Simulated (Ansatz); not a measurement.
Ga under changes of volume

One of the cells (18.543 Å³/atom); the others are scaled copies at fixed shape and fractional positions:

```
CELL_PARAMETERS angstrom
1.38300 -4.02650 0.00000
1.38300 4.02650 0.00000
-0.11745 0.00000 3.32993
ATOMIC_POSITIONS crystal
Ga 0.13100 0.86900 0.75000
Ga 0.86900 0.13100 0.25000
```

This isn't the form of Ga at room conditions, which is orthorhombic.

| Item | Value |
| --- | --- |
| Program | Ansatz 0.2.0 |
| Functional | LDA |
| Potentials or basis | all-electron LAPW, scalar-relativistic |
| Cutoff | 256 eV (chosen from the basis error) |
| Basis error allowed | 0.001 eV/atom |
| k mesh | 10 × 10 × 8 |
| Occupations | fermi-dirac, width 0.05 eV |
| Spin | no spin polarisation |

| volume (Å³/atom) | energy over the lowest point (meV/atom) | pressure (GPa) | largest force (eV/Å) |
| --- | --- | --- | --- |
| 17.431 | 0.00 | -0.5 | 0.206 |
| 17.801 | 2.81 | -1.8 | 0.197 |
| 18.172 | 8.45 | -3.0 | 0.189 |
| 18.543 | ? | ? | ? |
| 18.914 | 26.78 | -4.8 | 0.169 |
| 19.285 | 38.80 | -5.5 | 0.157 |
| 19.656 | 52.31 | -6.1 | 0.146 |

Question: What does the run at 18.543 Å³/atom give?

Answer: Energy over the lowest point 16.55 meV/atom; pressure -3.9 GPa; largest force 0.179 eV/Å.

Worked out: A Birch-Murnaghan fit of order 3 (a polynomial in V^(-2/3)) to the other rows has its minimum at 17.30 Å³/atom, just outside them, with B0 = V·E''(V) = 71 GPa and B' = 6.0 at fixed shape and positions, which overstates the stiffness. It gives 16.57 meV/atom at 18.543 Å³/atom, against the run's 16.55, and -dE/dV = -4.0 GPa, against -3.9.

Energies are extrapolated to zero smearing.
